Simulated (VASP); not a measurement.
A run of VASP 6.6.1 is set up as follows.

The input INCAR:

```
ALGO = Normal
EDIFF = 1E-7
ENCUT = 520
GGA = PE
GGA_COMPAT = False
ISIF = 2
ISMEAR = -1
LASPH = True
LCHARG = False
LORBIT = 11
LREAL = False
LSORBIT = True
LWAVE = False
MAGMOM = 0 0 0
NBANDS = 26
NELM = 100
PREC = Accurate
SIGMA = 0.05
```

File KPOINTS:

```
k-points
0
Gamma
  7 7 7
```

POSCAR

```
Bi
1.0
   -1.9814305318      1.9814305318      1.9814305318
    1.9814305318     -1.9814305318      1.9814305318
    1.9814305318      1.9814305318     -1.9814305318
Bi
1
Direct
    0.0000000000      0.0000000000      0.0000000000
```

KPOINTS_OPT

```
path GHNGPH,PN
15
line-mode
reciprocal
 0.0000000000  0.0000000000  0.0000000000  G
 0.5000000000 -0.5000000000  0.5000000000  H

 0.5000000000 -0.5000000000  0.5000000000  H
 0.0000000000  0.0000000000  0.5000000000  N

 0.0000000000  0.0000000000  0.5000000000  N
 0.0000000000  0.0000000000  0.0000000000  G

 0.0000000000  0.0000000000  0.0000000000  G
 0.2500000000  0.2500000000  0.2500000000  P

 0.2500000000  0.2500000000  0.2500000000  P
 0.5000000000 -0.5000000000  0.5000000000  H

 0.2500000000  0.2500000000  0.2500000000  P
 0.0000000000  0.0000000000  0.5000000000  N
```

Potentials or basis: VASP PAW PBE potentials, release 64 (Bi_d).

Command:

```console
$ cat potpaw_PBE.64/Bi_d/POTCAR > POTCAR
$ mpirun -np 1 vasp_ncl > vasp.out
```

Task: What does it give for the pressure?

Result: 2.4 GPa.
